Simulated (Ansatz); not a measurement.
# WS2: an elastic constant from a strain scan

Computed with Ansatz, DFT PBEsol, scalar-relativistic, plane waves, PAW. Settings: plane waves to 420 eV, k-mesh 12×12×2 (Γ-centred), Gaussian smearing 0.05 eV. Spin–orbit coupling is left out, which can shift energies with elements as heavy as these. No spin polarisation. Energies are free energies at this smearing, counted from the undisturbed cell; pressure is positive in compression.

The undisturbed cell (relaxed at this level; this form isn't the usual structure):

```yaml
crystal:
  lattice:
    - [3.14588, 0.00000, 0.00000]
    - [-1.57294, 2.72441, 0.00000]
    - [0.00000, 0.00000, 23.56746]
  atoms:
    - { symbol: W, position: [0.33333, 0.66667, 0.63458] }
    - { symbol: W, position: [0.66667, 0.33333, 0.36542] }
    - { symbol: S, position: [0.33333, 0.66667, 0.29895] }
    - { symbol: S, position: [0.66667, 0.33333, 0.56805] }
    - { symbol: S, position: [0.33333, 0.66667, 0.43195] }
    - { symbol: S, position: [0.66667, 0.33333, 0.70105] }
```

The cell holds layers and no dispersion correction was added, so their binding is poorly described.

The cell is strained by ε times the Voigt pattern (1, 0, 0, 0, 0, 0) (xx, yy, zz, yz, xz, xy; engineering shear) with fractional coordinates fixed. The cell holds 6 atoms in V0 = 201.99 Å³. The stress column is τ = (1/V0) dE/dε, got from the stress tensor σ (compression positive) at each point as −det(1 + εP) σ : P(1 + εP)⁻¹, with P the pattern as a tensor.

```
      ε  ΔE (meV/atom)  τ (GPa)
-0.0600         69.457  -11.939
-0.0450         37.482   -8.418
-0.0300         15.992   -5.280
-0.0150          3.840   -2.486
 0.0000          0.000    0.000
 0.0150          3.554    2.211
 0.0300         13.678    4.174
 0.0450         29.635    5.916
 0.0525         39.591    6.712
 0.0600              ?        ?
```

Problem. Which combination of elastic constants does this scan measure, and how large is it?

Solution. For small ε, τ = τ0 + Kε with K = pᵀCp, which for this pattern is C11 in the Cartesian frame shown. The parabola through τ at ε = -0.0150, 0 and 0.0150 has slope K = 157 GPa at zero. The energies per cell, E = NΔE, of the same two points give K = 2[E(ε₊)/ε₊ − E(ε₋)/ε₋]/[(ε₊ − ε₋)V0] = 156 GPa, in agreement. These are clamped-ion values.

Problem. Predict the withheld row at ε = 0.0600 from the harmonic law, and compare.

Solution. ΔE = V0(τ0 ε + Kε²/2)/N = 59.218 meV/atom and τ = 9.39 GPa. The calculation gives 50.764 meV/atom and 7.46 GPa: the energy lies 14 % below the harmonic value, as bonds soften when stretched.

Forces appear on the atoms along this scan, and letting them relax would lower the energy and soften the response.

Cost: 10 runs of about 3.7 core-minutes in all, on Intel Xeon Platinum 8488C (Sapphire Rapids) (shared hosts).